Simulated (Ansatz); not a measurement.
# How far is PAW off for O?

```xyz
2
Lattice="2.7430 -1.7408 0.0000 2.7430 1.7408 0.0000 -1.9951 0.0000 3.6356" Properties=species:S:1:pos:R:3 pbc="T T T"
O     0.0458    0.0000    0.5562
O     3.4449    0.0000    3.0793
```

Atoms are numbered in the order listed.

The cell comes from COD entry 1528336, which wasn't checked; take it as a given geometry. The listed cell was then made from it by scaling, straining or moving an atom.

Solid oxygen carries moments on its molecules; these runs leave spin out.

Methods: DFT, PBE, PAW with Ansatz's default frozen-core files, scalar-relativistic (Ansatz 0.2.0); DFT, PBE, all-electron PAW with datasets made for the crystal, scalar-relativistic (Ansatz 0.2.0).

For PAW: a Γ-centred 10×10×7 k mesh, Fermi–Dirac smearing of 0.02 eV, cutoff 420 eV, no spin polarisation. The crystal-made all-electron datasets (AE datasets) take a cutoff of 1140 eV at this cell. The Ansatz runs share mesh, smearing and spin set-up. Plane-wave (PAW) pressures include the program's estimate of the Pulay term.

Stress and pressure are positive in compression.

The change that made this cell: z strained by -3 % at fixed volume.

In a metal, gradients converge slowly with the k mesh: the values move by tens of per cent from one mesh to another, at times in sign, so only the comparison on one mesh counts.

PAW results:

| quantity | PAW |
| --- | --- |
| pressure (GPa) | 14.39 |
| stress xx (GPa) | -4.47 |
| stress yy (GPa) | -3.05 |
| stress zz (GPa) | 50.70 |
| stress xz (GPa) | 3.11 |
| force on O1, z (eV/Å) | 9.883 |
| field gradient Vzz at O1 (10²¹ V/m²) | 10.35 |

(1) What does all-electron PAW (datasets made for this crystal) give for the same quantities?

Answers

(1) 
```tsv
quantity	AE datasets
pressure (GPa)	14.80
stress xx (GPa)	-4.46
stress yy (GPa)	-3.07
stress zz (GPa)	51.92
stress xz (GPa)	3.21
force on O1, z (eV/Å)	10.122
field gradient Vzz at O1 (10²¹ V/m²)	9.88
```
